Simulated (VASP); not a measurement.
Here is a VASP 6.6.1 calculation.

INCAR

```
PREC     = Accurate       # precision mode
ENCUT    = 520            # plane-wave cutoff, eV
EDIFF    = 1E-6           # SCF threshold, eV
ISMEAR   = 0              # smearing method
SIGMA    = 0.03           # smearing width, eV
LREAL    = F              # projectors in reciprocal space
LASPH    = T              # aspherical terms in the spheres
NELM     = 60             # most SCF steps
ALGO     = Normal         # electronic algorithm
ISIF     = 2              # what is computed and relaxed
LWAVE    = F              # write WAVECAR
LCHARG   = F              # write CHGCAR
GGA      = PS             # functional
NBANDS   = 16             # bands
```

Contents of KPOINTS:

```
Automatic mesh
0
Gamma
  14 14 14
```

Contents of POSCAR:

```
GaN
1.0
    0.0000000000      2.2633491000      2.1352350000
    2.1352350000      0.0000000000      2.1352350000
    2.1352350000      2.2633491000      0.0000000000
Ga N
1 1
Direct
    0.0000000000      0.0000000000      0.0000000000
    0.5000000000      0.5000000000      0.5000000000
```

Potentials or basis: VASP PAW PBE potentials, release 64 (Ga_d, N).

Run with:

```console
$ cat potpaw_PBE.64/Ga_d/POTCAR potpaw_PBE.64/N/POTCAR > POTCAR
$ mpirun -np 1 vasp_std > vasp.out
```

Predict the pressure.

-16.2 GPa.

What does it give for the band gap on the k mesh?

None (metal or under the smearing width).

Stress tensor (GPa, compression positive):
```
-14.66   0.00   0.00
  0.00 -19.34   0.00
  0.00   0.00 -14.66
```

Caveat: so large a pressure means that the cell lies far from this level's equilibrium, or that cutoff or potentials fall short; the potentials were made for another functional, which shifts forces and pressure.
